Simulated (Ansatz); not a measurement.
A run of Ansatz 0.2.0 is set up as follows.

File input.yaml:

```yaml
crystal:
  lattice:
    - [2.5340966698, 0.0, 0.0]
    - [-1.2670483349, 2.1945920917, 0.0]
    - [0.0, 0.0, 4.112571]
  atoms:
    - { symbol: Cu, position: [0.6666666667, 0.3333333333, 0.75] }
    - { symbol: Cu, position: [0.3333333333, 0.6666666667, 0.25] }
kpoints:
  mp_grid: { grid: [12, 12, 7] }
scf:
  occupations: { method: fermi_dirac, width: 0.05 }
hamiltonian:
  xc: pbesol
  pseudopotentials: { kind: all_electron, lapw: { basis_error: 0.001 } }
output:
  forces: true
  stress: true
  eigenvalues: true
```

Potentials or basis: all-electron LAPW, scalar-relativistic.

Command:

```console
$ ansatz run input.yaml --threads 1 --pin off --max-ram 3072MiB --backend cpu --events-out ev --progress --plain --runs-dir out
```

Question: Predict the pressure.

Answer: -1.4 GPa.

Question: Predict the band gap on the k mesh.

Answer: None (metal or under the smearing width).

Stress tensor (GPa, compression positive):
```
-1.57  0.00  0.00
 0.00 -1.57  0.00
 0.00  0.00 -1.14
```
